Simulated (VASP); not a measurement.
RbBr, 2 atoms in the cell. Symmetry: Fm-3m, No. 225, cubic system. The conventional cell has a = 6.942 Å, b = 6.942 Å, c = 6.942 Å, α = 90.00°, β = 90.00°, γ = 90.00°. Rb (site symmetry m-3m) is surrounded by 6 Br at 3.47 Å. Br (site symmetry m-3m) has 6 Rb at 3.47 Å as nearest neighbours.  The cell isn't the ideal one: a relaxed cell with its volume scaled by 1.04.

* Program: VASP 6.6.1
* Task: relaxation of the atoms
* Functional: PBEsol
* Potentials or basis: VASP PAW PBE potentials, release 64 (Rb_sv, Br)
* Cutoff: 600 eV
* k mesh: 8 × 8 × 8
* Occupations: gaussian, width 0.03 eV
* Spin: no spin polarisation
* Further INCAR settings: ALGO = Fast; EDIFF = 1e-07; IBRION = 2; EDIFFG = -0.01; NSW = 40

Potentials or basis: VASP PAW PBE potentials, release 64 (Rb_sv, Br).

Command:

```bash
$ cat potpaw_PBE.64/Rb_sv/POTCAR potpaw_PBE.64/Br/POTCAR > POTCAR
$ mpirun -np 1 vasp_std > vasp.out
```

Hardware: 1 thread of AMD EPYC 9R45 (Zen 5), with other jobs on the host.

**Question.** Estimate the wall time of this run.

**Answer.** Run time: 33 s on 1 thread of AMD EPYC 9R45 (Zen 5), on a shared host, peak memory 0.22 GiB. Counts: scf iterations 19, k points 29, ion steps 1.
